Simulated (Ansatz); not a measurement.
# C_Ga in GaN (P6_3mc): charge-transition levels and formation energies

Charge states of C_Ga in GaN (P6_3mc), set against the band edges. Model: a cell of 72 host atoms with 1 Ga taken out and 1 C put in.

Method: place-levels on r2SCAN runs: charge-transition levels and formation energies with image-charge correction and potential alignment at the atomic sites; PAW set soft_1, in Ansatz 0.2.0.

Experimental background.

“On the origin of Blue Luminescence in Mg doped GaN” (2017, arxiv:1708.04036) quotes from earlier work for GaN, wurtzite (literature experimental value, sample not described, 2 K): band gap (band gap at 2 K) 3.51 eV [Literature value quoted for comparison without method or sample details; may be an …].

This is a report of a sequence of runs, with most program output left out.

## (1) The structure

The cell holds 72 atoms: 35 Ga, 36 N and 1 C. Its edges and angles: a = 9.550 Å, b = 9.550 Å, c = 10.368 Å, α = 90.0°, β = 90.0°, γ = 120.0°. It derives from GaN (space group P6_3mc). Nearest the centre at fractional (0.444, 0.556, 0.500): C34 at 0.00 Å, N11 at 1.95 Å, N43 at 1.95 Å, N35 at 1.95 Å, N40 at 1.95 Å, Ga9 at 3.18 Å, Ga13 at 3.18 Å, Ga41 at 3.18 Å.

Screening for the image-charge correction: ε∞ = (5.83, 5.83, 6.02), ε0 = (10.10, 10.10, 11.19), computed on the host (DFPT, PBEsol, on the r2SCAN cell), and a cell off the functional's own equilibrium shifts the ionic part.

The cell's shortest repeat is 9.5 Å.

## (2) Charge states

Levels follow from differences of total energies between charge states, each relaxed by itself.

Each atom starts 0.05 Å or so off its site in a random direction: a symmetric start keeps its symmetry, and would miss off-centre moves and Jahn–Teller distortions. Forces are taken at one point at (¼, ¼, ¼). The cell holds 1 electron more than the neutral one, with a uniform background that keeps it neutral on the whole.

The sampling was tested on the host first: at the k-points planned (1x1x1 shifted 0.25 0.25 0.25) its energy lies -0.023 eV an atom from the dense-mesh value, a large miss, so this sampling is coarse for the host.

One state's input; the others differ in charge, spin, start and seed, and in occupations where the table says so.

qm1.relax/input.yaml reads:

```yaml
crystal:
  lattice:
    - [9.54981763, 0.0, 0.0]
    - [-4.77490882, 8.27038467, 0.0]
    - [0.0, 0.0, 10.36766323]
  atoms:
    - { symbol: Ga, position: [0.22222222, 0.11111111, 0.24955312] }
    - { symbol: Ga, position: [0.11111111, 0.22222222, 0.49955312] }
    - { symbol: "N", position: [0.22222222, 0.11111111, 0.43794688] }
    - { symbol: "N", position: [0.11111111, 0.22222222, 0.18794688] }
    - { symbol: Ga, position: [0.22222222, 0.11111111, 0.74955312] }
    - { symbol: Ga, position: [0.11111111, 0.22222222, 0.99955312] }
    - { symbol: "N", position: [0.22222222, 0.11111111, 0.93794688] }
    - { symbol: "N", position: [0.11111111, 0.22222222, 0.68794688] }
    - { symbol: Ga, position: [0.22222222, 0.44444444, 0.24955312] }
    - { symbol: Ga, position: [0.11111111, 0.55555556, 0.49955312] }
    - { symbol: "N", position: [0.22222222, 0.44444444, 0.43794688] }
    - { symbol: "N", position: [0.11111111, 0.55555556, 0.18794688] }
    - { symbol: Ga, position: [0.22222222, 0.44444444, 0.74955312] }
    - { symbol: Ga, position: [0.11111111, 0.55555556, 0.99955312] }
    - { symbol: "N", position: [0.22222222, 0.44444444, 0.93794688] }
    - { symbol: "N", position: [0.11111111, 0.55555556, 0.68794688] }
    - { symbol: Ga, position: [0.22222222, 0.77777778, 0.24955312] }
    - { symbol: Ga, position: [0.11111111, 0.88888889, 0.49955312] }
    - { symbol: "N", position: [0.22222222, 0.77777778, 0.43794688] }
    - { symbol: "N", position: [0.11111111, 0.88888889, 0.18794688] }
    - { symbol: Ga, position: [0.22222222, 0.77777778, 0.74955312] }
    - { symbol: Ga, position: [0.11111111, 0.88888889, 0.99955312] }
    - { symbol: "N", position: [0.22222222, 0.77777778, 0.93794688] }
    - { symbol: "N", position: [0.11111111, 0.88888889, 0.68794688] }
    - { symbol: Ga, position: [0.55555556, 0.11111111, 0.24955312] }
    - { symbol: Ga, position: [0.44444444, 0.22222222, 0.49955312] }
    - { symbol: "N", position: [0.55555556, 0.11111111, 0.43794688] }
    - { symbol: "N", position: [0.44444444, 0.22222222, 0.18794688] }
    - { symbol: Ga, position: [0.55555556, 0.11111111, 0.74955312] }
    - { symbol: Ga, position: [0.44444444, 0.22222222, 0.99955312] }
    - { symbol: "N", position: [0.55555556, 0.11111111, 0.93794688] }
    - { symbol: "N", position: [0.44444444, 0.22222222, 0.68794688] }
    - { symbol: Ga, position: [0.55555556, 0.44444444, 0.24955312] }
    - { symbol: C, position: [0.44444444, 0.55555556, 0.49955312] }
    - { symbol: "N", position: [0.55555556, 0.44444444, 0.43794688] }
    - { symbol: "N", position: [0.44444444, 0.55555556, 0.18794688] }
    - { symbol: Ga, position: [0.55555556, 0.44444444, 0.74955312] }
    - { symbol: Ga, position: [0.44444444, 0.55555556, 0.99955312] }
    - { symbol: "N", position: [0.55555556, 0.44444444, 0.93794688] }
    - { symbol: "N", position: [0.44444444, 0.55555556, 0.68794688] }
    - { symbol: Ga, position: [0.55555556, 0.77777778, 0.24955312] }
    - { symbol: Ga, position: [0.44444444, 0.88888889, 0.49955312] }
    - { symbol: "N", position: [0.55555556, 0.77777778, 0.43794688] }
    - { symbol: "N", position: [0.44444444, 0.88888889, 0.18794688] }
    - { symbol: Ga, position: [0.55555556, 0.77777778, 0.74955312] }
    - { symbol: Ga, position: [0.44444444, 0.88888889, 0.99955312] }
    - { symbol: "N", position: [0.55555556, 0.77777778, 0.93794688] }
    - { symbol: "N", position: [0.44444444, 0.88888889, 0.68794688] }
    - { symbol: Ga, position: [0.88888889, 0.11111111, 0.24955312] }
    - { symbol: Ga, position: [0.77777778, 0.22222222, 0.49955312] }
    - { symbol: "N", position: [0.88888889, 0.11111111, 0.43794688] }
    - { symbol: "N", position: [0.77777778, 0.22222222, 0.18794688] }
    - { symbol: Ga, position: [0.88888889, 0.11111111, 0.74955312] }
    - { symbol: Ga, position: [0.77777778, 0.22222222, 0.99955312] }
    - { symbol: "N", position: [0.88888889, 0.11111111, 0.93794688] }
    - { symbol: "N", position: [0.77777778, 0.22222222, 0.68794688] }
    - { symbol: Ga, position: [0.88888889, 0.44444444, 0.24955312] }
    - { symbol: Ga, position: [0.77777778, 0.55555556, 0.49955312] }
    - { symbol: "N", position: [0.88888889, 0.44444444, 0.43794688] }
    - { symbol: "N", position: [0.77777778, 0.55555556, 0.18794688] }
    - { symbol: Ga, position: [0.88888889, 0.44444444, 0.74955312] }
    - { symbol: Ga, position: [0.77777778, 0.55555556, 0.99955312] }
    - { symbol: "N", position: [0.88888889, 0.44444444, 0.93794688] }
    - { symbol: "N", position: [0.77777778, 0.55555556, 0.68794688] }
    - { symbol: Ga, position: [0.88888889, 0.77777778, 0.24955312] }
    - { symbol: Ga, position: [0.77777778, 0.88888889, 0.49955312] }
    - { symbol: "N", position: [0.88888889, 0.77777778, 0.43794688] }
    - { symbol: "N", position: [0.77777778, 0.88888889, 0.18794688] }
    - { symbol: Ga, position: [0.88888889, 0.77777778, 0.74955312] }
    - { symbol: Ga, position: [0.77777778, 0.88888889, 0.99955312] }
    - { symbol: "N", position: [0.88888889, 0.77777778, 0.93794688] }
    - { symbol: "N", position: [0.77777778, 0.88888889, 0.68794688] }
  host:
    repeats: [3, 3, 2]
    atoms:
      - { symbol: Ga, position: [0.66666667, 0.33333333, 0.49910624] }
      - { symbol: Ga, position: [0.33333333, 0.66666667, 0.99910624] }
      - { symbol: "N", position: [0.66666667, 0.33333333, 0.87589376] }
      - { symbol: "N", position: [0.33333333, 0.66666667, 0.37589376] }
total_charge: -1
basis:
  ecutwfc: 500
  xc_grid: 2
hamiltonian:
  xc: r2scan
  pseudopotentials: { kind: paw, azcp: { folder: soft_1 } }
kpoints:
  mp_grid: { grid: [1, 1, 1], shift: [0.25, 0.25, 0.25] }
scf:
  occupations: { method: fixed }
  max_iter: 100
output:
  forces: true
  charged_corrections:
    epsilon: [5.83, 5.83, 6.02]
    static_epsilon: [10.1, 10.1, 11.19]
    defect_position: [0.444444, 0.555556, 0.499553]
relax:
  f_tol: 0.02
  max_steps: 80
  random_displacement: { amplitude: 0.05, seed: 9694 }
checkpoint:
  write: "../qm1.relax.run"
  compress: false
  write_wavefunctions: true
  write_every: 100000
```

On the command line:

```sh
$ ansatz run input.yaml --threads 8 --pin off --max-ram 15073MiB --backend cpu --events-out ev --progress --plain --runs-dir out
```

Defect states can disperse in a cell of this size, so the energy is taken again at a 2×2×2 shifted mesh, on the relaxed structure.

The run of this state that the levels use, under r2SCAN:

qm1.point/input.yaml reads:

```yaml
crystal:
  checkpoint: "../qm1.relax.run"
  host: checkpoint
total_charge: -1
basis:
  ecutwfc: 500
  xc_grid: 2
hamiltonian:
  xc: r2scan
  pseudopotentials: { kind: paw, azcp: { folder: soft_1 } }
kpoints:
  mp_grid: { grid: [2, 2, 2], shift: [0.5, 0.5, 0.5] }
scf:
  occupations: { method: fermi_dirac, width: 0.01 }
  max_iter: 100
output:
  forces: true
  eigenvalues: true
  charged_corrections:
    epsilon: [5.83, 5.83, 6.02]
    static_epsilon: [10.1, 10.1, 11.19]
    defect_position: [0.444444, 0.555556, 0.499553]
  eigenstates: { localisation: true }
  populations: true
  band_densities: [{ bands: [v1, v1] }, { bands: [c1, c1] }]
  write_density: true
  write_potential: true
  volumetric_format: npy
checkpoint:
  read: "../qm1.relax.run"
  write: "../qm1.point.run"
  compress: false
  write_wavefunctions: false
  write_every: 100000
```

Relaxations under r2SCAN at one point at (¼, ¼, ¼); times on 8 threads of Arm Neoverse N1, shared host:

```csv
charge,moment (μB),occupations,outcome,steps,largest displacement against the far atoms (Å),time
−1,0,fixed,converged,17,0.78,10 min
0,1,fixed,converged,11,0.46,15 min
+1,0,fixed,converged,7,0.37,4.5 min
```

Single points under r2SCAN at a 2×2×2 shifted mesh; times on 8 threads of Arm Neoverse N1, shared host:

```csv
charge,moment (μB),occupations,outcome,time
−1,0,fermi-dirac,converged,3.6 min
0,1,fermi-dirac,converged,7.1 min
+1,0,fermi-dirac,converged,3.1 min
```

Distances (Å) from C34 to the nearest atoms after relaxation with r2SCAN:

```csv
charge,moment (μB),1.,2.,3.,4.,5.,6.
−1,0,N 1.25,N 2.47,N 2.48,Ga 2.66,Ga 2.68,N 2.71
0,1,N 1.49,N 1.49,N 1.49,N 2.62,Ga 2.82,Ga 2.82
+1,0,N 1.58,N 1.58,N 1.58,N 1.59,Ga 3.10,Ga 3.10
```

## (3) place-levels, r2SCAN

A charged cell interacts with its images and the background, and its potential has another zero than the host's. place-levels removes the first by a point-charge model, screened by the static dielectric constant since the ions have relaxed around the charge, and the second by comparing potentials at atoms far from the defect.

The host is a run of the defect-free crystal in the same cutoffs, grids and k-points, so that basis and sampling errors cancel in part in the differences. The host is run in a cell of 4 atoms on a matching mesh. Its band edges are searched through the zone by a band path, so the gap is smaller than, or equal to, that on the mesh. Chemical potentials are energies per atom of Ga (alpha-Ga (Cmce)) and C (diamond), run with the same functional and cutoff. Carbon is taken as diamond, which semilocal functionals can put about 0.1 eV an atom over graphite.

levels.point.yaml reads:

```yaml
host:
  run: host.point.run
states: [qm1.point.run, q0_M1.point.run, qp1.point.run]
geometry_from:
  qm1.point.run: qm1.relax.run
  q0_M1.point.run: q0_M1.relax.run
  qp1.point.run: qp1.relax.run
  host.point.run: host.relax.run
chemical_potentials:
  Ga:
    energy: -3790.270342
    dataset: <sha256 of the dataset>
  C:
    energy: -251.553391
    dataset: "<sha256 of the dataset>"
epsilon: [5.83, 5.83, 6.02]
static_epsilon: [10.1, 10.1, 11.19]
vertical:
  - { from: qm1.point.run, to: qm1.point_neutral.run }
  - { from: qp1.point.run, to: qp1.point_neutral.run }
```

On the command line:

```sh
$ ansatz place-levels levels.point.yaml -- --threads 8 --pin off --max-ram 15073MiB
```

It took 0.7 s on 8 threads of Arm Neoverse N1, shared host.

Levels between the charges placed, in eV above the valence top:

```csv
,gap (eV),(+1/0),(0/−1)
r2SCAN,2.35,2.42,3.77
```

Corrections by state:

```csv
charge,moment (μB),image terms and alignment (eV),band filling (eV),ε used,"over the lowest of its charge, as the program ranks them, band filling apart (eV)"
+1,0.0,0.025,-,"principal values (10.10, 10.10, 11.19)",0.000
0,1.0,0.000,-,-,0.000
−1,0.0,0.405,-,"principal values (10.10, 10.10, 11.19)",0.000
```

The charged structures listed were also run neutral, and place-levels reads from each pair, by the potential or the spins, how wide the charge is by which they differ; that can be the carrier of either run.

```csv
charge,rms radius (Å),spread where it is widest against the cell (Å),wide from (Å),reading
+1,4.3,2.60,1.43,wide
−1,2.2,1.88,1.80,wide
```

The neutral runs of these pairs need not share the spin of the lowest neutral state, and very wide values only mean spread over the cell.

From the program's caveats on the states, each cut to its opening words:

- charge +1: it parts from the run at its places by a charge that spreads by about 2.6 Å along one vector (1.4 Å or more is wide), by its potential at epsilon [5.83, 5.83, [...]
- charge +1: its displacements don't fall off away from the defect: farther atoms stand 0.016 Å off the host's places
- charge 0 (1 μB): the far atoms show a dipole or second moment of the defect's charge, for which the correction takes or leaves out 0.052 eV: further moments aren't read, and [...]
- charge 0 (1 μB): its displacements don't fall off away from the defect: farther atoms stand 0.025 Å off the host's places
- charge 0 (1 μB): flagged: stability check not made
- charge −1: it parts from the run at its places by a charge that spreads by about 1.9 Å along one vector (1.8 Å or more is wide), by its potential at epsilon [5.83, 5.83, [...]

Formation energies (eV), elemental references (Δμ(Ga) = 0.00 eV, Δμ(C) = 0.00 eV):

```csv
charge,Fermi level at the valence top,at the conduction bottom
+1,3.65,6.00
0,6.06,6.06
−1,9.84,7.49
```

## (4) Effect of the sampling

The relaxations' own energies give the levels at their sampling, for comparison.

levels.relax_mesh.yaml reads:

```yaml
host:
  run: host.relax.run
states: [qm1.relax.run, q0_M1.relax.run, qp1.relax.run]
chemical_potentials:
  Ga:
    energy: -3790.270342
    dataset: <sha256 of the dataset>
  C:
    energy: -251.553391
    dataset: "<sha256 of the dataset>"
```

On the command line:

```sh
$ ansatz place-levels levels.relax_mesh.yaml -- --threads 8 --pin off --max-ram 15073MiB
```

It took 0.27 s on 8 threads.

Levels between neighbouring charges, in eV above the valence top:

```csv
,gap (eV),(+1/0),(0/−1)
"one point at (¼, ¼, ¼)",2.36,2.48,3.75
a 2×2×2 shifted mesh,2.35,2.42,3.77
```

Going from one point at (¼, ¼, ¼) to a 2×2×2 shifted mesh moves the levels that carry no band-filling term by up to 0.06 eV and formation energies against the elements by up to 0.07 eV.

## (5) Results

| Item | Value |
| --- | --- |
| gap of the host | 2.35 eV (r2SCAN) |
| level (plus 1/0) | 2.42 eV above the valence top, past the conduction bottom |
| level (0/minus 1) | 3.77 eV above the valence top, past the conduction bottom |
| lowest of the charges placed, just above the valence top (0.02 eV) | +1 |
| lowest of the charges placed, just below the conduction bottom (0.02 eV) | +1 |
| lowest formation energy at mid-gap of the charges run, elemental references | 4.82 eV |

Of the charges placed (−1, 0 and +1), +1 is the lowest from 0.02 eV above the valence top to 0.02 eV below the conduction bottom, a gap of 2.35 eV. (+1/0) lies 0.07 eV from a band edge, less than the doubt on such levels. Charges above +1 were not placed, so these runs say nothing of levels that involve them. States placed: +1 at 0 μB; 0 at 1 μB; −1 at 0 μB. Other spin states or structures, where not listed, weren't placed. C is taken at its element; compounds, which aren't counted here, bound the chemical potentials and would shift these formation energies. Going from one point at (¼, ¼, ¼) to a 2×2×2 shifted mesh moves the levels that carry no band-filling term by up to 0.06 eV and formation energies against the elements by up to 0.07 eV. Keep in mind: r2SCAN makes the gap too small and tends to spread out bound carriers; where a gas molecule sets a chemical potential or the host's formation energy, its binding is uncorrected; force components of up to 0.17 eV/Å remain in a run at the final settings.

Comparison with the measured values:

```
                             quantity  measured           r2SCAN
band gap (least gap of the host) (eV)      3.51  2.35 (-1.16 eV)
```

Measured values from arxiv:1708.04036 (2017).

How well it matches: The band gap is off by -1.16 eV: a clear miss. Local and semilocal functionals usually give gaps below the measured ones. Zero-point and thermal motion shift the measured gap.

[Logs are printed without paths, hosts, clocks, repeated set-up lines and the standing remarks that a program may print on its own settings, such as how far it seeks lower states.]

[Hosts, paths, dates, database ids (printed as entryN), source tags and the programs' standing remarks are cut or masked in the printed files.]

[Where a table of states has a column of steps, it counts the stored structures, which are thinned; the runs took as many ionic steps or more.]

[A defect's name tells the site on which it was built; relaxed atoms can leave that site.]

[For some hosts the program warned that the k-mesh of the response run may be too coarse for force constants and the static dielectric constant; such warnings are not shown here.]
